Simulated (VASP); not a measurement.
# Re (Fm-3m) in VASP: single point with PBEsol

Aim: the single point of Re with PBEsol.

All numbers are computed with VASP 6.6.1; they aren't measurements. Logs are shortened: lines on timing, memory, paths and dates and some standing lists are left out, and cuts for length are marked.

## Step 1: The structure

The structure is cubic, space group Fm-3m (No. 225). The conventional cell has a = 3.881 Å, b = 3.881 Å, c = 3.881 Å, α = 90.00°, β = 90.00°, γ = 90.00°. Around Re (site symmetry m-3m) lie 12 Re at 2.74 Å.

This isn't the form of Re at room conditions, which is hcp.

## Step 2: Single point, PBEsol

File INCAR:

```
ALGO = Fast
EDIFF = 1E-6
ENCUT = 520
GGA = PS
ISIF = 2
ISMEAR = 0
LASPH = True
LCHARG = False
LREAL = False
LWAVE = False
NBANDS = 10
NELM = 100
PREC = Accurate
SIGMA = 0.1
```

File KPOINTS:

```
k-points
0
Gamma
  28 28 28
```

File POSCAR:

```
Re
1.0
    0.0000000000      1.9403324167      1.9403324167
    1.9403324167      0.0000000000      1.9403324167
    1.9403324167      1.9403324167      0.0000000000
Re
1
Direct
    0.0000000000      0.0000000000      0.0000000000
```

Potentials or basis: VASP PAW PBE potentials, release 64 (Re).

Run with:

```console
$ cat potpaw_PBE.64/Re/POTCAR > POTCAR
$ mpirun -np 1 vasp_std > vasp.out
```

OUTCAR:

```text
EDIFF = 1E-6
   ENCUT = 520
   GGA = PS
   ISIF = 2
   ISMEAR = 0
   LASPH = True
   LREAL = False
   NELM = 100
   PREC = Accurate

 ion  position               nearest neighbor table
   1  0.000  0.000  0.000-

  LATTYP: Found a face centered cubic cell.
 ALAT       =     3.8806648334

  Lattice vectors:

 A1 = (   0.0000000000,   1.9403324167,   1.9403324167)
 A2 = (   1.9403324167,   0.0000000000,   1.9403324167)
 A3 = (   1.9403324167,   1.9403324167,   0.0000000000)

Analysis of symmetry for initial positions (statically):
=====================================================================
 Subroutine PRICEL returns:
 Original cell was already a primitive cell.

 Routine SETGRP: Setting up the symmetry group for a
 face centered cubic supercell.

 Subroutine GETGRP returns: Found 48 space group operations
 (whereof 48 operations were pure point group operations)
 out of a pool of 48 trial point group operations.

The static configuration has the point symmetry O_h .

Analysis of symmetry for dynamics (positions and initial velocities):
=====================================================================
 Subroutine PRICEL returns:
 Original cell was already a primitive cell.

 Routine SETGRP: Setting up the symmetry group for a
 face centered cubic supercell.

 Subroutine GETGRP returns: Found 48 space group operations
 (whereof 48 operations were pure point group operations)
 out of a pool of 48 trial point group operations.

The dynamic configuration has the point symmetry O_h .

 Subroutine INISYM returns: Found 48 space group operations
 (whereof 48 operations are pure point group operations),
 and found     1 'primitive' translations

----------------------------------------------------------------------------------------

                                     Primitive cell

  volume of cell :      14.6103

  direct lattice vectors                    reciprocal lattice vectors
     0.000000000  1.940332417  1.940332417    -0.257687804  0.257687804  0.257687804
     1.940332417  0.000000000  1.940332417     0.257687804 -0.257687804  0.257687804
     1.940332417  1.940332417  0.000000000     0.257687804  0.257687804 -0.257687804

  length of vectors
     2.744044419  2.744044419  2.744044419     0.446328369  0.446328369  0.446328369

  position of ions in fractional coordinates (direct lattice)
     0.000000000  0.000000000  0.000000000

  ion indices of the primitive-cell ions
   primitive index   ion index
                 1           1

----------------------------------------------------------------------------------------

 KPOINTS: k-points

Automatic generation of k-mesh.
 Grid dimensions read from file:
 generate k-points for:   28   28   28

 Generating k-lattice:

  Cartesian coordinates                     Fractional coordinates (reciprocal lattice)
    -0.009203136  0.009203136  0.009203136     0.035714286  0.000000000  0.000000000
     0.009203136 -0.009203136  0.009203136     0.000000000  0.035714286  0.000000000
     0.009203136  0.009203136 -0.009203136     0.000000000  0.000000000  0.035714286

  Length of vectors
     0.015940299  0.015940299  0.015940299

  Shift w.r.t. Gamma in fractional coordinates (k-lattice)
     0.000000000  0.000000000  0.000000000

 Subroutine IBZKPT returns following result:
 ===========================================

 Found    624 irreducible k-points:

 Following reciprocal coordinates:
            Coordinates               Weight
  0.000000  0.000000  0.000000      1.000000
  0.035714  0.000000  0.000000      8.000000
  0.071429  0.000000  0.000000      8.000000
  0.107143  0.000000  0.000000      8.000000
  0.142857  0.000000  0.000000      8.000000
  0.178571  0.000000  0.000000      8.000000
[... 16 lines left out ...]
  0.285714  0.035714  0.000000     24.000000
  0.321429  0.035714  0.000000     24.000000
 [... further k-points ...]
   k-points           NKPTS =    624   k-points in BZ     NKDIM =    624   number of bands    NBANDS=     10
   number of dos      NEDOS =    301   number of ions     NIONS =      1
   total plane-waves  NPLWV =   8000
   dimension x,y,z NGX =    20 NGY =   20 NGZ =   20
   dimension x,y,z NGXF=    40 NGYF=   40 NGZF=   40
   ions per type =               1
   NGX,Y,Z   is equivalent  to a cutoff of  12.12, 12.12, 12.12 a.u.
   NGXF,Y,Z  is equivalent  to a cutoff of  24.23, 24.23, 24.23 a.u.
 SYSTEM =  unknown system
   PREC   = accura    normal or accurate (medium, high low for compatibility)
   ISTART =      0    job   : 0-new  1-cont  2-samecut
   ICHARG =      2    charge: 1-file 2-atom 10-const
   ISPIN  =      1    spin polarized calculation?
   LNONCOLLINEAR =      F non collinear calculations
   LSORBIT =      F    spin-orbit coupling
   LASPH  =      T    aspherical Exc in radial PAW
   ENCUT  =  520.0 eV  38.22 Ry    6.18 a.u.   5.10  5.10  5.10*2*pi/ulx,y,z
   NELM   =    100;   NELMIN=  2; NELMDL= -5     # of ELM steps
   EDIFF  = 0.1E-05   stopping-criterion for ELM
   LREAL  =      F    real-space projection
   EDIFFG = 0.1E-04   stopping-criterion for IOM
   NSW    =      0    number of steps for IOM
   IBRION =     -1    ionic relax: 0-MD 1-quasi-New 2-CG
   NFREE  =      0    steps in history (QN), initial steepest desc. (CG)
   ISIF   =      2    stress and relaxation
   ISYM   =      2    0-nonsym 1-usesym 2-fastsym
   POTIM  = 0.5000    time-step for ionic-motion
   TEBEG  =    0.0;   TEEND  =   0.0 temperature during run
   PSTRESS=    0.0 pullay stress
   NELECT =       7.0000    total number of electrons
   NUPDOWN=      -1.0000    fix difference up-down
   EMIN   =  10.00;   EMAX   =-10.00  energy-range for DOS
   EFERMI =   0.00;   METHOD = LEGACY
   ISMEAR =     0;   SIGMA  =   0.10  broadening in eV -4-tet -1-fermi 0-gaus
   EFERMI_NEDOS =   21; number of points for ismear=-14 and -15
   IALGO  =     68    algorithm
   IMIX   =      4    mixing-type and parameters
     AMIX     =   0.40;   BMIX     =  1.00
     AMIX_MAG =   1.60;   BMIX_MAG =  1.00
  volume/ion in A,a.u.               =      14.61        98.60
  Fermi-wavevector in a.u.,A,eV,Ry     =   1.281016  2.420770 22.327203  1.641003
  Thomas-Fermi vector in A             =   2.413411
   LORBIT       =      0    0 simple, 1 ext, 2 COOP (PROOUT), +10 PAW based schemes
   GGA     = PS    functional components
   LHFCALC =     F    Hartree Fock is set to
   AEXX    =    0.0000 exact exchange contribution
   IVDW    =     0    specifies the selected vdW correction
   LEPSILON=     F    determine dielectric tensor
   LRPA    =     F    only Hartree local field effects (RPA)
 non-spin polarized calculation
 RMM-DIIS sequential band-by-band and
 Gauss-broadening in eV      SIGMA  =   0.10
  energy-cutoff  :      520.00
  volume of cell :       14.61
 maximum number of plane-waves:       411
   NGX = 11   NGY = 11   NGZ = 11

 number of electron       7.0000001 magnetization

 Free energy of the ion-electron system (eV)
  ---------------------------------------------------
  ext. energy  EPLUGINS =         0.00000000
  ---------------------------------------------------
  free energy    TOTEN  =       -13.30502038 eV

  energy without entropy =      -13.30091999  energy(sigma->0) =      -13.30297018

 E-fermi :   8.0806     XC(G=0): -13.8587

 val. band max:        8.0782610871   @ k =   0.4643   0.2500   0.1071
 cond. band min:       8.0855904782   @ k =   0.1429   0.1429   0.0000
 fundamental gap:      0.0073293911
 Fermi energy:         8.0806476603

 k-point     1 :       0.0000    0.0000    0.0000
  band No.  band energies     occupation
      1      -2.1394      2.00000
      2       6.1367      2.00000
      3       6.1367      2.00000
      4       6.1367      2.00000
      5       9.3603      0.00000
      6       9.3603      0.00000
      7      22.0344      0.00000
      8      27.7059      0.00000
      9      27.7059      0.00000
     10      27.7059      0.00000

 k-point     2 :       0.0357    0.0000    0.0000
  band No.  band energies     occupation
      1      -2.0790      2.00000
      2       6.0943      2.00000
      3       6.1658      2.00000
      4       6.1658      2.00000
      5       9.3360      0.00000
      6       9.3360      0.00000
      7      22.1538      0.00000
      8      27.3544      0.00000
      9      27.8166      0.00000
     10      27.8166      0.00000

 k-point     3 :       0.0714    0.0000    0.0000
  band No.  band energies     occupation
      1      -1.9004      2.00000
      2       5.9746      2.00000
      3       6.2485      2.00000
      4       6.2485      2.00000
      5       9.2703      0.00000
      6       9.2703      0.00000
      7      22.4991      0.00000
      8      26.5675      0.00000
      9      28.1444      0.00000
     10      28.1444      0.00000

 k-point     4 :       0.1071    0.0000    0.0000
  band No.  band energies     occupation
      1      -1.6118      2.00000
      2       5.7995      2.00000
      3       6.3707      2.00000
      4       6.3707      2.00000
      5       9.1857      0.00000
      6       9.1857      0.00000
      7      23.0260      0.00000
      8      25.6737      0.00000
      9      28.6764      0.00000
     10      28.6764      0.00000
[... 222 lines left out ...]
 k-point    22 :       0.2500    0.0357    0.0000
  band No.  band energies     occupation
      1       0.0828      2.00000
      2       5.2239      2.00000
      3       6.6217      2.00000
      4       6.6849      2.00000
      5       9.1254      0.00000
      6       9.7159      0.00000
      7      22.3681      0.00000
      8      25.8864      0.00000
      9      31.4818      0.00000
     10      33.0489      0.00000

 k-point    23 :       0.2857    0.0357    0.0000
  band No.  band energies     occupation
      1       0.5127      2.00000
      2       5.3294      2.00000
      3       6.5061      2.00000
      4       6.6027      2.00000
      5       9.4925      0.00000
      6      10.0595      0.00000
      7      21.6549      0.00000
      8      25.8105      0.00000
      9      32.0260      0.00000
     10      32.6152      0.00000

 k-point    24 :       0.3214    0.0357    0.0000
  band No.  band energies     occupation
      1       0.8371      2.00000
      2       5.6276      2.00000
      3       6.3544      2.00000
      4       6.4776      2.00000
      5       9.9566      0.00000
      6      10.4764      0.00000
      7      20.9766      0.00000
      8      25.0852      0.00000
      9      31.5991      0.00000
     10      32.3503      0.00000

 [... further k-points ...]
[... 5 lines left out ...]
  --------------------------------------------------------------------------------------
  -------------------------------------------------------------------------------------
  Total       -0.0258000     -0.0258000     -0.0258000      0.0000000      0.0000000      0.0000000
  in kB       -2.8292525     -2.8292525     -2.8292525      0.0000000      0.0000000      0.0000000
  external PRESSURE =      -2.8292525 kB  Pullay stress =       0.0000000 kB

 VOLUME and BASIS-vectors are now :
 -----------------------------------------------------------------------------
  energy-cutoff  :      520.00
  volume of cell :       14.61
      direct lattice vectors                 reciprocal lattice vectors
     0.000000000  1.940332417  1.940332417    -0.257687804  0.257687804  0.257687804
     1.940332417  0.000000000  1.940332417     0.257687804 -0.257687804  0.257687804
     1.940332417  1.940332417  0.000000000     0.257687804  0.257687804 -0.257687804

 POSITION                                       TOTAL-FORCE (eV/Angst)
 -----------------------------------------------------------------------------------
      0.00000      0.00000      0.00000         0.000000      0.000000      0.000000
 -----------------------------------------------------------------------------------
    total drift:                                0.000000      0.000000     -0.000000

  FREE ENERGIE OF THE ION-ELECTRON SYSTEM (eV)
  ---------------------------------------------------
  free  energy   TOTEN  =       -13.3050203779 eV

  energy  without entropy=      -13.3009199902  energy(sigma->0) =      -13.30297018
```

Wall time 52 s (1 thread of Intel Xeon Platinum 8488C (Sapphire Rapids), shared host); peak memory 0.2 GiB.

Results:

```yaml
Free_energy: -13.3050 eV
Pressure: -0.3 GPa
Band_gap_on_the_k_mesh: none (metal or under the smearing width)
```

Levels at points of the mesh, in eV from the Fermi level:
| k point | band 1 | band 2 | band 3 | band 4 | band 5 | band 6 | band 7 | band 8 |
| --- | --- | --- | --- | --- | --- | --- | --- | --- |
| (0.00, 0.00, 0.00) | -10.22 | -1.94 | -1.94 | -1.94 | 1.28 | 1.28 | 13.95 | 19.63 |
| (0.50, 0.00, 0.00) | -6.96 | -2.16 | -2.16 | 0.22 | 3.87 | 3.87 | 10.06 | 13.44 |
| (0.50, 0.50, 0.00) | -6.92 | -6.03 | 2.83 | 3.82 | 4.64 | 4.64 | 12.33 | 12.33 |

Caveat: the PAW data sets were made with another functional, which shifts forces and pressure a little.
